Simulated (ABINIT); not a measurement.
# MoSe2 (P6_3/mmc) in ABINIT: a series of runs

Runs on MoSe2. Level: LDA. Tasks: single point.

Everything below comes from runs of ABINIT 10.8.3 (patched build). Logs are shortened: lines on timing, memory, paths and dates and some standing lists are left out, and cuts for length are marked. The log counts tension as positive stress, the text compression.

## 1. The structure

It takes space group P6_3/mmc (No. 194, hexagonal). The conventional cell has a = 3.288 Å, b = 3.288 Å, c = 12.900 Å, α = 90.00°, β = 90.00°, γ = 120.00°. Mo (site symmetry -6m2) has 6 Se at 2.49 Å as nearest neighbours. Around Se (site symmetry 3m) lie 3 Mo at 2.49 Å.

## 2. Single point, LDA

Input file run.abi:

```
# Pseudopotentials
pp_dirpath "./"
pseudos "Mo.LDA_PW-JTH.xml, Se.LDA_PW-JTH.xml"

# Structure
acell 3.288 3.288 12.9 Angstrom
rprim
     1.0000000000     0.0000000000     0.0000000000
    -0.5000000000     0.8660254038     0.0000000000
     0.0000000000     0.0000000000     1.0000000000
ntypat 2
znucl 42 34
natom 6
typat 1 1 2 2 2 2
xred
     0.6666666667     0.3333333333     0.7500000000
     0.3333333333     0.6666666667     0.2500000000
     0.6666666667     0.3333333333     0.3750000000
     0.3333333333     0.6666666667     0.8750000000
     0.6666666667     0.3333333333     0.1250000000
     0.3333333333     0.6666666667     0.6250000000

# Plane-wave basis
ecut 15.0
pawecutdg 30.0

# k points
kptopt 1
ngkpt 12 12 3
nshiftk 1
shiftk 0.0 0.0 0.0

# Exchange and correlation
ixc 7

# Bands and occupations
nband 32
occopt 3
tsmear 0.00183747

# SCF cycle
nstep 100
tolvrs 1.0e-9

# Output
iomode 3
prtwf 0
prtden 0
prteig 0
prtebands 0
enunit 1
```

Potentials or basis: JTH PAW LDA v2.0.

Command:

```sh
$ abinit run.abi > log 2>&1
```

run.abo:

```text
.Version 10.8.3 of ABINIT
 Symmetries : space group P6_3/m m c (#194); Bravais hP (primitive hexag.)
================================================================================
 Values of the parameters that define the memory need of the present run
     intxc =       0    ionmov =       0      iscf =      17    lmnmax =      18
     lnmax =       6     mgfft =      90  mpssoang =       3    mqgrid =    6011
     natom =       6  nloc_mem =       2    nspden =       1   nspinor =       1
    nsppol =       1      nsym =      24    n1xccc =       1    ntypat =       2
    occopt =       3   xclevel =       1
       mpw =        2304          nfft =       51840          nkpt =          38
 PAW method is used; the additional fine FFT grid is defined by:
   mgfftf=       125    nfftf =    128000
================================================================================
================================================================================

--------------------------------------------------------------------------------
------------- Echo of variables that govern the present computation ------------
--------------------------------------------------------------------------------
 -outvars: echo values of preprocessed input variables --------
            acell      6.2134195020E+00  6.2134195020E+00  2.4377467024E+01 Bohr
              amu      9.59400000E+01  7.89600000E+01
             ecut      1.50000000E+01 Hartree
           enunit           1
              ixc           7
         kptrlatt       12    0    0      0   12    0      0    0    3
          kptrlen      7.31324011E+01
            natom           6
            nband          32
            ngfft          24      24      90
          ngfftdg          32      32     125
             nkpt          38
            nstep         100
             nsym          24
           ntypat           2
           occopt           3
        pawecutdg      3.00000000E+01 Hartree
           prtden           0
        prtebands           0
           prteig           0
            prtwf           0
            rprim      1.0000000000E+00  0.0000000000E+00  0.0000000000E+00
                      -5.0000000000E-01  8.6602540380E-01  0.0000000000E+00
                       0.0000000000E+00  0.0000000000E+00  1.0000000000E+00
          spgroup         194
           tolvrs      1.00000000E-09
           tsmear      1.83747000E-03 Hartree
            typat      1  1  2  2  2  2
           useylm           1
           xangst      1.6440000000E+00  9.4916384256E-01  9.6750000000E+00
                      -1.1254569984E-16  1.8983276851E+00  3.2250000000E+00
                       1.6440000000E+00  9.4916384256E-01  4.8375000000E+00
                      -1.1254569984E-16  1.8983276851E+00  1.1287500000E+01
                       1.6440000000E+00  9.4916384256E-01  1.6125000000E+00
                      -1.1254569984E-16  1.8983276851E+00  8.0625000000E+00
            xcart      3.1067097510E+00  1.7936597111E+00  1.8283100268E+01
                      -2.1268054936E-16  3.5873194221E+00  6.0943667561E+00
                       3.1067097510E+00  1.7936597111E+00  9.1415501341E+00
                      -2.1268054936E-16  3.5873194221E+00  2.1330283646E+01
                       3.1067097510E+00  1.7936597111E+00  3.0471833780E+00
                      -2.1268054936E-16  3.5873194221E+00  1.5235916890E+01
             xred      6.6666666667E-01  3.3333333333E-01  7.5000000000E-01
                       3.3333333333E-01  6.6666666667E-01  2.5000000000E-01
                       6.6666666667E-01  3.3333333333E-01  3.7500000000E-01
                       3.3333333333E-01  6.6666666667E-01  8.7500000000E-01
                       6.6666666667E-01  3.3333333333E-01  1.2500000000E-01
                       3.3333333333E-01  6.6666666667E-01  6.2500000000E-01
            znucl       42.00000   34.00000

================================================================================

 chkinp: Checking input parameters for consistency.

================================================================================
== DATASET  1 ==================================================================

--- !DatasetInfo
iteration_state: {dtset: 1, }
dimensions: {natom: 6, nkpt: 38, mband: 32, nsppol: 1, nspinor: 1, nspden: 1, mpw: 2304, }
cutoff_energies: {ecut:  15.0, pawecutdg:  30.0, }
electrons: {nelect:   5.20000000E+01, charge:   0.00000000E+00, occopt:   3.00000000E+00, tsmear:   1.83747000E-03, }
meta: {optdriver: 0, ionmov: 0, optcell: 0, iscf: 17, paral_kgb: 0, }
...

 Exchange-correlation functional for the present dataset will be:
[... 117 lines left out ...]

 ----iterations are completed or convergence reached----

 Mean square residual over all n,k,spin=   18.259E-07; max=  89.660E-05
 reduced coordinates (array xred) for    6 atoms
       0.666666666667      0.333333333333      0.750000000000
       0.333333333333      0.666666666667      0.250000000000
       0.666666666667      0.333333333333      0.375000000000
       0.333333333333      0.666666666667      0.875000000000
       0.666666666667      0.333333333333      0.125000000000
       0.333333333333      0.666666666667      0.625000000000
 rms dE/dt=  1.3717E-01; max dE/dt=  2.9098E-01; dE/dt below (all hartree)
    1       0.000000000000      0.000000000000      0.000000000000
    2      -0.000000000000     -0.000000000000     -0.000000000000
    3      -0.000000000000      0.000000000000     -0.290983015527
    4       0.000000000000      0.000000000000     -0.290983015527
    5      -0.000000000000      0.000000000000      0.290983015527
    6       0.000000000000     -0.000000000000      0.290983015527

 cartesian coordinates (angstrom) at end:
    1      1.64400000000000     0.94916384256480     9.67500000000000
    2     -0.00000000000000     1.89832768512960     3.22500000000000
    3      1.64400000000000     0.94916384256480     4.83750000000000
    4     -0.00000000000000     1.89832768512960    11.28750000000000
    5      1.64400000000000     0.94916384256480     1.61250000000000
    6     -0.00000000000000     1.89832768512960     8.06250000000000

 cartesian forces (hartree/bohr) at end:
    1     -0.00000000000000    -0.00000000000000     0.00000000000000
    2      0.00000000000000     0.00000000000000     0.00000000000000
    3      0.00000000000000    -0.00000000000000     0.01193655662577
    4     -0.00000000000000    -0.00000000000000     0.01193655662577
    5      0.00000000000000     0.00000000000000    -0.01193655662577
    6     -0.00000000000000     0.00000000000000    -0.01193655662577
 frms,max,avg= 5.6269468E-03 1.1936557E-02   0.000E+00  0.000E+00  0.000E+00 h/b

 cartesian forces (eV/Angstrom) at end:
    1     -0.00000000000000    -0.00000000000000     0.00000000000000
    2      0.00000000000000     0.00000000000000     0.00000000000000
    3      0.00000000000000    -0.00000000000000     0.61380242066150
    4     -0.00000000000000    -0.00000000000000     0.61380242066150
    5      0.00000000000000     0.00000000000000    -0.61380242066150
    6     -0.00000000000000     0.00000000000000    -0.61380242066150
 frms,max,avg= 2.8934924E-01 6.1380242E-01   0.000E+00  0.000E+00  0.000E+00 e/A
 length scales=  6.213419501985  6.213419501985 24.377467024210 bohr
              =  3.288000000000  3.288000000000 12.900000000000 angstroms
 Fermi (or HOMO) energy (eV) =   4.78577   Average Vxc (eV)= -11.01369
 Eigenvalues (   eV  ) for nkpt=  38  k points:
 kpt#   1, nband= 32, wtk=  0.00231, kpt=  0.0000  0.0000  0.0000 (reduced coord)
 -56.74893  -56.74892  -30.97828  -30.97824  -30.79460  -30.79460  -30.79460  -30.79460
 -10.70917  -10.47501   -9.60173   -9.22839   -2.27138   -1.23727    1.04982    1.47672
   1.47672    1.48880    1.48880    2.54479    2.54479    2.58404    2.58404    3.31296
   3.54709    4.43165    6.81835    6.81898    6.86600    6.87012    7.09540    7.11463
 prteigrs : prtvol=0 or 1, do not print more k-points.

--- !EnergyTerms
iteration_state     : {dtset: 1, }
comment             : Components of total free energy in Hartree
kinetic             :  3.33201791422154E+01
hartree             :  5.97531917898922E+01
xc                  : -3.30611704406709E+01
Ewald energy        : -1.13465167398620E+02
psp_core            :  1.13077962746450E+01
local_psp           : -1.64594821054706E+02
PAW spherical_terms :  2.97757881734579E+01
internal            : -1.76964203513786E+02
'-kT*entropy'       : -2.46555782415090E-07
total_energy        : -1.76964203760342E+02
total_energy_eV     : -4.81544130023515E+03
...

--- !EnergyTermsDC
iteration_state     : {dtset: 1, }
comment             : '"Double-counting" decomposition of free energy'
band_energy         : -2.35547935821236E+01
Ewald energy        : -1.13465167398620E+02
psp_core            :  1.13077962746450E+01
xc_dc               : -6.80350222098713E+01
PAW spherical_terms :  1.67829801467077E+01
internal            : -1.76964206769262E+02
'-kT*entropy'       : -2.46555782415090E-07
total_energy_dc     : -1.76964207015818E+02
total_energy_dc_eV  : -4.81544138882116E+03
...

--- !EnergyTermsWithPAWCore
iteration_state     : {dtset: 1, }
comment             : 'Components of total free energy, including PAW core contributions'
Total energy        : -1.77976590516767E+04
Total energy DC     : -1.77976590549322E+04
Total energy (eV)   : -4.84298974729456E+05
Total energy DC (eV): -4.84298974818042E+05
...

 Cartesian components of stress tensor (hartree/bohr^3)
  sigma(1 1)=  3.00187450E-05  sigma(3 2)=  0.00000000E+00
  sigma(2 2)=  3.00187445E-05  sigma(3 1)=  0.00000000E+00
  sigma(3 3)= -1.44502609E-04  sigma(2 1)=  0.00000000E+00

-Cartesian components of stress tensor (GPa)         [Pressure=  8.2835E-01 GPa]
- sigma(1 1)=  8.83181969E-01  sigma(3 2)=  0.00000000E+00
- sigma(2 2)=  8.83181954E-01  sigma(3 1)=  0.00000000E+00
- sigma(3 3)= -4.25141352E+00  sigma(2 1)=  0.00000000E+00

== END DATASET(S) ==============================================================
================================================================================

 -outvars: echo values of variables after computation  --------
            acell      6.2134195020E+00  6.2134195020E+00  2.4377467024E+01 Bohr
           etotal     -1.7696420702E+02
            fcart     -2.1667981876E-28 -3.2526039439E-28  5.7749989886E-19
                       1.3000789126E-28  2.7522033371E-28  5.7898241845E-19
                       1.3000789126E-28 -2.5020030337E-29  1.1936556626E-02
                      -4.3335963752E-29 -2.5020030337E-29  1.1936556626E-02
                       4.3335963752E-29  2.5020030337E-29 -1.1936556626E-02
                      -4.3335963752E-29  7.5060091012E-29 -1.1936556626E-02
            rprim      1.0000000000E+00  0.0000000000E+00  0.0000000000E+00
                      -5.0000000000E-01  8.6602540380E-01  0.0000000000E+00
                       0.0000000000E+00  0.0000000000E+00  1.0000000000E+00
           strten      3.0018744981E-05  3.0018744481E-05 -1.4450260855E-04
                       0.0000000000E+00  0.0000000000E+00  0.0000000000E+00
           xangst      1.6440000000E+00  9.4916384256E-01  9.6750000000E+00
                      -1.1254569984E-16  1.8983276851E+00  3.2250000000E+00
                       1.6440000000E+00  9.4916384256E-01  4.8375000000E+00
                      -1.1254569984E-16  1.8983276851E+00  1.1287500000E+01
                       1.6440000000E+00  9.4916384256E-01  1.6125000000E+00
                      -1.1254569984E-16  1.8983276851E+00  8.0625000000E+00
             xred      6.6666666667E-01  3.3333333333E-01  7.5000000000E-01
                       3.3333333333E-01  6.6666666667E-01  2.5000000000E-01
                       6.6666666667E-01  3.3333333333E-01  3.7500000000E-01
                       3.3333333333E-01  6.6666666667E-01  8.7500000000E-01
                       6.6666666667E-01  3.3333333333E-01  1.2500000000E-01
                       3.3333333333E-01  6.6666666667E-01  6.2500000000E-01
 Calculation completed.
```

Run time: 2.2 min. Hardware: 1 thread of Arm Neoverse V1, shared host; peak memory 0.16 GiB.

Results:

| Property | Result |
| --- | --- |
| Free energy | -4815.4414 eV |
| Pressure | 0.8 GPa |
| Largest force | 0.614 eV/Å |
| Band gap on the k mesh | 0.82 eV, indirect (least direct gap 1.38 eV) |
| Valence electrons inside the program's atomic spheres | Mo 11.32; Se 4.04, 4.03 |

Forces on the atoms (eV/Å):
```
Mo   0.000  0.000  0.000
Mo   0.000  0.000  0.000
Se   0.000  0.000  0.614
Se   0.000  0.000  0.614
Se   0.000  0.000 -0.614
Se   0.000  0.000 -0.614
```

Stress tensor (GPa, compression positive):
```
-0.88  0.00  0.00
 0.00 -0.88  0.00
 0.00  0.00  4.25
```

Caveat: an odd mesh through Γ misses points on the zone boundary, where band edges often lie; the cell's inner coordinates are idealised or old, which leaves forces on the atoms.

## 3. Single point, LDA

run.abi, as its differences from that of step 2:

```diff
@@ -5,3 +5,3 @@
 # Structure
-acell 3.288 3.288 12.9 Angstrom
+acell 6.2134194978 6.2134194977 24.3774670077
 rprim
@@ -23,3 +23,3 @@
 # Plane-wave basis
-ecut 15.0
+ecut 408.170794 eV
 pawecutdg 30.0
@@ -28,3 +28,3 @@
 kptopt 1
-ngkpt 12 12 3
+ngkpt 7 7 2
 nshiftk 1
@@ -38,3 +38,3 @@
 occopt 3
-tsmear 0.00183747
+tsmear 0.05 eV
 
@@ -51 +51,2 @@
 enunit 1
+prtvol 2
```

Potentials or basis: JTH PAW LDA v2.0.

Command:

```sh
$ abinit run.abi > log 2>&1
```

run.abo:

```text
.Version 10.8.3 of ABINIT
 Symmetries : space group P6_3/m m c (#194); Bravais hP (primitive hexag.)
================================================================================
 Values of the parameters that define the memory need of the present run
     intxc =       0    ionmov =       0      iscf =      17    lmnmax =      18
     lnmax =       6     mgfft =      90  mpssoang =       3    mqgrid =    6011
     natom =       6  nloc_mem =       2    nspden =       1   nspinor =       1
    nsppol =       1      nsym =      24    n1xccc =       1    ntypat =       2
    occopt =       3   xclevel =       1
       mpw =        2290          nfft =       51840          nkpt =          16
 PAW method is used; the additional fine FFT grid is defined by:
   mgfftf=       125    nfftf =    128000
================================================================================
================================================================================

[... 460 lines left out ...]
                      -3.6113303151E-29 -7.0890086005E-29  1.1934630021E-02
                      -1.2278523071E-28 -2.0850025294E-29 -1.1934630021E-02
                       1.1556257008E-28  1.6680020235E-29 -1.1934630021E-02
            rprim      1.0000000000E+00  0.0000000000E+00  0.0000000000E+00
                      -5.0000000000E-01  8.6602540380E-01  0.0000000000E+00
                       0.0000000000E+00  0.0000000000E+00  1.0000000000E+00
           strten      2.9759397048E-05  2.9759396996E-05 -1.4421948702E-04
                       0.0000000000E+00  0.0000000000E+00 -1.2919193563E-13
           xangst      1.6439999989E+00  9.4916384191E-01  9.6749999934E+00
                       1.7639285933E-11  1.8983276838E+00  3.2249999978E+00
                       1.6439999989E+00  9.4916384191E-01  4.8374999967E+00
                       1.7639285933E-11  1.8983276838E+00  1.1287499992E+01
                       1.6439999989E+00  9.4916384191E-01  1.6124999989E+00
                       1.7639285933E-11  1.8983276838E+00  8.0624999945E+00
             xred      6.6666666667E-01  3.3333333333E-01  7.5000000000E-01
                       3.3333333333E-01  6.6666666667E-01  2.5000000000E-01
                       6.6666666667E-01  3.3333333333E-01  3.7500000000E-01
                       3.3333333333E-01  6.6666666667E-01  8.7500000000E-01
                       6.6666666667E-01  3.3333333333E-01  1.2500000000E-01
                       3.3333333333E-01  6.6666666667E-01  6.2500000000E-01
 Calculation completed.
```

It took 56 s on 1 thread of Arm Neoverse V1, shared host; peak memory 0.12 GiB.

What came out:

| Item | Value |
| --- | --- |
| Free energy | -4815.4414 eV |
| Pressure | 0.8 GPa |
| Largest force | 0.614 eV/Å |
| Band gap on the k mesh | 0.97 eV, indirect (least direct gap 1.76 eV) |
| Valence electrons inside the program's atomic spheres | Mo 11.32; Se 4.04, 4.03 |

Forces in eV/Å, atoms in the order of the input:
```
Mo   0.000  0.000  0.000
Mo   0.000  0.000  0.000
Se   0.000  0.000  0.614
Se   0.000  0.000  0.614
Se   0.000  0.000 -0.614
Se   0.000  0.000 -0.614
```

Stress tensor (GPa, compression positive):
```
-0.88  0.00  0.00
 0.00 -0.88  0.00
 0.00  0.00  4.24
```

Caveat: an odd mesh through Γ misses points on the zone boundary, where band edges often lie; the cell's inner coordinates are idealised or old, which leaves forces on the atoms.
